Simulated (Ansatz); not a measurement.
## PbSe: quadrupole couplings from first principles

```xyz
4
Lattice="5.2170 0.0000 0.0000 -2.6085 4.5181 0.0000 0.0000 0.0000 6.2379" Properties=species:S:1:pos:R:3 pbc="T T T"
Pb    0.0000    3.0120   -0.3869
Pb    2.6085    1.5060    2.7321
Se    0.0000    3.0120    2.7323
Se    2.6085    1.5060    5.8513
```

Atoms are numbered in the order listed.

The structure comes from a relaxation in the same program, started in the wurtzite type, and has space group P6_3/mmc. Whether it is a known phase or the ground state wasn't checked. The relaxation left the symmetry of that type.

All numbers are computed: DFT, PBE, all-electron PAW with datasets made for the crystal, scalar-relativistic (Ansatz 0.2.0); DFT, PBE, PAW with Ansatz's default frozen-core files, scalar-relativistic (Ansatz 0.2.0).

For the crystal-made all-electron datasets (AE datasets): a Γ-centred 8×8×5 k mesh, Fermi–Dirac smearing of 0.08 eV, cutoff 240 eV (chosen by the program for this cell), no spin polarisation. PAW takes a cutoff of 420 eV at this cell. The Ansatz runs share mesh, smearing and spin set-up.

Spin–orbit coupling is left out, which moves gradients at and beside heavy atoms by some per cent and at worst by a factor of two.

Vzz is the principal value of largest size of the traceless field-gradient tensor, in 10²¹ V/m², and η = (Vxx − Vyy)/Vzz with |Vzz| ≥ |Vyy| ≥ |Vxx|.

Give the field gradient at each independent site.


```tsv
site	site symmetry	Vzz (η), AE datasets	Vzz (η), PAW
Pb1	-6m2	2.85 (η = 0.00)	2.86 (η = 0.00)
Se3	-6m2	-0.96 (η = 0.00)	-0.95 (η = 0.00)
```
